Which of these cells of zinc-blende CdSe pushes outwards most strongly, and which one pulls inwards?

Zinc-blende CdSe computed with Ansatz 0.2.0 using HSE06, PAW potentials, a 420 eV plane-wave cutoff and a 6×6×6 k mesh for the two-atom cell, without spin polarisation or spin–orbit coupling. The cells are uniformly scaled from an r2SCAN geometry, with the atoms held fixed; pressure and stress are positive in compression.

```
volume (Å³/atom)  shortest distance (Å)  pressure (GPa)  stress xx (GPa)  stress yy (GPa)  stress zz (GPa)
          27.819                  2.624           2.300            2.300            2.300            2.300
          27.862                  2.625           2.200            2.200            2.200            2.200
          28.210                  2.636           1.500            1.500            1.500            1.500
          28.441                  2.643           1.000            1.000            1.000            1.000
          28.449                  2.644           1.000            1.000            1.000            1.000
          28.872                  2.657           0.200            0.200            0.200            0.200
          32.495                  2.764          -4.400           -4.400           -4.400           -4.400
```

The smallest cell, at 27.819 Å³ per atom, pushes hardest: in this calculation an outside pressure of 2.3 GPa is needed to hold it at that size. The largest, at 32.495 Å³ per atom, is the only one that pulls inwards, and its pressure of −4.4 GPa is a tension. Pressure is the rate at which the energy E of the crystal falls as its volume V grows:

P = −dE/dV

A cell smaller than the crystal prefers lowers its energy by growing, so it pushes. A cell that is too large lowers its energy by shrinking, so it pulls, and somewhere between 28.872 and 32.495 Å³ per atom the two tendencies balance.

Why do the columns for stress xx, yy and zz repeat the pressure? Every Cd atom sits at the centre of a regular tetrahedron of Se atoms, and every Se atom at the centre of one of Cd atoms. The cells were made larger or smaller by the same factor along each edge, which leaves this cubic symmetry intact. The three directions are then equivalent, and the stress along each must equal the pressure. The three columns therefore count as one result, and their agreement is no test of its accuracy.

Do the cells at 28.441 and 28.449 Å³ per atom really have the same pressure? Both are printed as 1.0 GPa, but with more digits the same runs give 1.010 and 0.994 GPa, so the larger cell does push slightly less. The table rounds to 0.1 GPa, which is enough to follow the trend but not to compare close neighbours. The trouble grows when a slope is wanted, because a slope divides a small difference of pressures by a small difference of volumes. The reasoning below therefore uses the unrounded pressures.

If the last two compressed cells are joined by a straight line, does that line lead to the stretched one? This is the simplest model of a solid, a spring whose force changes in proportion to its length, applied here to pressure and volume. The line is drawn through the cells at 28.449 and 28.872 Å³ per atom, and the stretched cell takes no part in it. The slope is

(0.2125 − 0.9936) / (28.872 − 28.449) = −1.85 GPa per Å³ per atom

and carrying it on to the largest cell gives

P = 0.21 − 1.85 × (32.495 − 28.872) = −6.5 GPa

The calculation gives −4.4 GPa, so the line overstates the tension by almost half. The straight line gets the sign and the rough size right, but it fails over a stretch that lengthens each bond by 4%.

Part of the failure is geometry. Even if every bond were a perfect spring, the tension would fall short of the straight line, because the pull is spread over a larger area and each added bit of volume lengthens the bonds a little less. The larger part comes from two forces of different reach. When Cd and Se come close, their filled shells overlap, and the Pauli principle forces electrons into states of higher kinetic energy. This repulsion rises very steeply as the bond shortens and fades quickly as it lengthens. The attraction, from shared electrons and from the opposite charges of the two atoms, changes more gently with distance. Stretching the crystal first removes repulsion, so a net pull builds up; further on each step removes less repulsion than the one before, and the attraction itself is weakening, so each added bit of volume brings less extra tension.

The softening can be put into one number, the pressure change for a given relative change of volume, known as the bulk modulus. Averaged from the smallest cell to the one at 28.872 Å³ per atom it is about 56 GPa, and from there to the largest cell about 39 GPa. That the crystal softens is thus shown by the numbers. The account in terms of repulsion and attraction is the standard theory of why solids do so.

What would change if zinc took the place of cadmium? Zinc is the smaller atom and forms shorter bonds to selenium. If the cell were left at 28.872 Å³ per atom, it would be far too large for the Zn–Se bonds, and the crystal would stand under strong tension. In a cell of its own preferred size it would be the stiffer crystal, because bonds of similar strength are packed into less volume, and the same relative squeeze would then need more pressure. This is an argument from known bonding trends, and the table holds no zinc compound to test it. The softening on stretching should appear there too, since it rests on the same two forces.

Why does the unstrained cell, at 28.872 Å³ per atom, still show a pressure of 0.2 GPa? Its size was found with another density functional, r2SCAN, while the pressures were computed with the hybrid functional HSE06. The two functionals place the minimum of the energy at slightly different volumes, and the small push shows that HSE06 prefers the larger one. A cell at rest for one functional is therefore slightly strained for another. Anyone who reads strain from a computed stress should first ask which functional set the reference cell.

The bend of the pressure curve tells where HSE06 would come to rest. Because the curve flattens with growing volume, the straight line from the compressed side runs below it and reaches zero too early, at 28.99 Å³ per atom. The chord from the unstrained cell to the stretched one runs above the curve and reaches zero too late, at 29.04 Å³ per atom. The resting volume must lie between these two, which means a cubic edge of 6.14 to 6.15 Å for atoms held still. Vibrations, which these runs leave out, would make the computed crystal slightly larger still. The measured edge is smaller and lies close to that of the smallest cell in the table, so HSE06 makes this crystal somewhat too large. Much of the pressure computed for the smallest cell therefore reflects the error of the functional and not a squeeze that a real crystal of that size would feel.

Can these pressures be trusted, although the runs warn that the stress was only loosely converged? The energies offer a second route, since the energy lost on expansion, divided by the volume gained, is the mean pressure over that range. From the smallest cell to the unstrained one, energies and stresses both give 1.2 GPa and differ by only about 0.01 GPa. A serious error of the stress, whether from loose convergence or from the limited set of plane waves, would have driven the two apart. Errors that both routes share, such as those of the functional, pass this test unseen.

The same comparison reaches into the wide interval before the largest cell. There the energies give a mean pressure of −2.4 GPa, whereas the plain average of the two end values is −2.1 GPa. The curve must therefore sag below the chord on average, as the softening requires. This supports the upper bound on the resting volume, although no cell was computed between the two ends.

What does the change of volume do to the band gap, and is the effect better stated per strain or per pressure? The same runs give a gap of 1.57 eV in the smallest cell, 1.48 eV in the unstrained one and 1.19 eV in the largest. For each per cent of added volume the gap closes by about 25 meV, and this rate is almost the same on both sides of the unstrained cell. Per GPa, however, the shift is 44 meV on the compressed side and 64 meV on the stretched side. Nearly all of that difference comes from the softening: a GPa changes the volume more where the crystal is softer, while the gap answers to the volume at an almost steady rate.

Theory traces this closing of the gap to the nature of the band edges. The lowest conduction state of CdSe is an antibonding combination of s orbitals on Cd and Se, and its energy is high because the orbitals oppose each other between the atoms. Longer bonds weaken that opposition, so the state moves down towards the valence band, which is built mainly from Se p orbitals. Spin–orbit coupling, which is not included, would lower each gap by roughly 0.1 eV but should hardly alter the rate of change. HSE06 also tends to place the gap of CdSe below the measured one, so the changes deserve more trust than the absolute values.

CdSe emits and absorbs light across this gap, so the result bears on the colour of a strained emitter. The change of volume is the safer guide to the shift, since a coefficient per GPa taken under compression would understate it under tension. A film clamped to a substrate is strained differently along and across its plane, which also splits the top of the valence band; the rate found here covers only the part due to volume. The program output below lists the differences and bounds behind these answers.

Output of the analysis:

```
Unrounded results of the same runs:
     row  pressure_GPa  gap_eV
  27.819         2.284   1.574
  27.862         2.192    1.57
   28.21         1.466    1.54
  28.441          1.01    1.52
  28.449        0.9936    1.52
  28.872        0.2125   1.483
  32.495        -4.435   1.186
Shortest distance, smallest cell against unstrained cell (%): -1.242
Shortest distance, largest cell against unstrained cell (%): 4.027
Volume, largest cell against unstrained cell (%): 12.55
Mean stiffness -dP/dlnV from smallest to unstrained cell (GPa): 55.76
Mean stiffness -dP/dlnV from unstrained to largest cell (GPa): 39.32
Stiffness between 28.449 and 28.872 (GPa): 52.92
Largest error of that stiffness if printed pressures were used (GPa): 6.775
Straight-line pressure at the largest cell from the last two compressed rows (GPa): -6.477
Zero-pressure volume, lower bound (A3/atom): 28.99
Zero-pressure volume, upper bound (A3/atom): 29.04
Cubic edge at lower bound (A): 6.144
Cubic edge at upper bound (A): 6.147
Mean pressure from energies, smallest to unstrained cell (GPa): 1.225
Mean pressure from stresses, same range (GPa): 1.217
Mean pressure from energies, unstrained to largest cell (GPa): -2.37
Plain average of the two end pressures, same range (GPa): -2.111
Gap change per unit lnV, smallest to unstrained cell (eV): -2.44
Gap change per unit lnV, unstrained to largest cell (eV): -2.518
Gap change per GPa, smallest to unstrained cell (meV/GPa): 43.76
Gap change per GPa, unstrained to largest cell (meV/GPa): 64.05
```
